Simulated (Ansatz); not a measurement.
InN (zinc blende)

```
CELL_PARAMETERS angstrom
      0.00000     5.04943     5.04943
      2.52471     0.00000     2.52471
      2.52471     2.52471     0.00000
ATOMIC_POSITIONS crystal
  N  0.37500 0.75000 0.75000
  N  0.87500 0.75000 0.75000
  In 0.00000 0.00000 0.00000
  In 0.50000 0.00000 0.00000
```

The atoms are displaced by Q × the pattern below (from a DFPT mode at L = (0.5, 0.0, 0.0), largest move 1; Q in Å), at fixed cell. (q is in reciprocal vectors of the primitive cell; the cell shown is doubled to hold the pattern.)

```
atom       x       y       z
----  ------  ------  ------
N1     0.577  -0.577  -0.577
N2    -0.577   0.577   0.577
In3   -0.015   0.015   0.015
In4    0.015  -0.015  -0.015
```

Level of theory: PBE (plane waves to 420 eV, PAW, scalar-relativistic; Ansatz, a program for electronic structure). k mesh 11×11×11 (Γ-centred), Fermi-Dirac smearing 0.05 eV. Energies are smeared free energies. With partly filled bands, energies and forces of such displacements shift with the k mesh and the smearing. At this level the bands of InN touch or barely overlap; measurements give the solid a gap. InN was relaxed with its symmetry unable to fall. The PAW data are Ansatz's earlier set. ΔE is measured from the undisplaced structure. The last digit holds for this mesh only.

```tsv
Q (Å)	ΔE (meV/cell)
-0.2800	1288.8
-0.2333	877.5
-0.1867	552.7
-0.1400	307.1
-0.0933	withheld
-0.0467	33.6
0.0000	0.0
0.0467	33.6
0.0933	withheld
0.1400	307.1
0.1867	552.7
0.2333	877.5
0.2800	1288.8
```

Fit an even polynomial form (powers 2, 4) to the given rows and predict ΔE at Q = 0.0933.

Least squares on the 11 given rows: ΔE = (15400)·Q² + (13260)·Q⁴, in meV/cell with Q in Å; root-mean-square residual 0.12 meV/cell. At 0.0933 the fit gives 135.1 meV/cell; the calculation gives 135.3 meV/cell, so the interpolation is off by -0.2 (-0.1 %). The quadratic term alone would give 134.1 meV/cell.

(A displaced cell: forces are minus the slopes of the energy, force constants its curvatures, and phonons follow from these.)
